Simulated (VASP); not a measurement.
Wanted: the native input for a VASP 6.6.1 run.

```yaml
Task: single point
Functional: PBE
Potentials_or_basis: VASP PAW PBE potentials, release 64 (Na_pv)
Cutoff: 900 eV
k_mesh: 14 × 14 × 8
Occupations: gaussian, width 0.05 eV
Spin: no spin polarisation
Further_INCAR_settings: ADDGRID = False; ALGO = Normal; EDIFF = 1e-08; NBANDS = 14
```

The structure of Na lies in POSCAR:

```
Na
1.0
    3.7670000000      0.0000000000      0.0000000000
   -1.8835000000      3.2623176961      0.0000000000
    0.0000000000      0.0000000000      6.1540000000
Na
2
Direct
    0.6666666667      0.3333333333      0.7500000000
    0.3333333333      0.6666666667      0.2500000000
```

This isn't the form of Na at room conditions, which is bcc.

The input as run:

INCAR

```
SYSTEM = Na
PREC     = Accurate       ! precision mode
ENCUT    = 900            ! plane-wave cutoff, eV
EDIFF    = 1E-8           ! SCF threshold, eV
ISMEAR   = 0              ! smearing method
SIGMA    = 0.05           ! smearing width, eV
LREAL    = .FALSE.        ! projectors in reciprocal space
LASPH    = .TRUE.         ! aspherical terms in the spheres
NELM     = 100            ! most SCF steps
ALGO     = Normal         ! electronic algorithm
ISIF     = 2              ! what is computed and relaxed
LWAVE    = .FALSE.        ! write WAVECAR
LCHARG   = .FALSE.        ! write CHGCAR
GGA      = PE             ! functional
NBANDS   = 14             ! bands
ADDGRID  = .FALSE.
```

KPOINTS

```
regular mesh
0
G
  14 14 8
  0 0 0
```

Potentials or basis: VASP PAW PBE potentials, release 64 (Na_pv).

Launch:

```sh
$ cat potpaw_PBE.64/Na_pv/POTCAR > POTCAR
$ mpirun -np 1 vasp_std > vasp.out
```

It gave:

The pressure is -0.1 GPa. The band gap on the k mesh is none (metal or under the smearing width).

Wall time 3.5 min on 1 thread of Intel(R) Xeon(R) Platinum 8488C (Sapphire Rapids), on a shared host, peak memory 0.41 GiB.
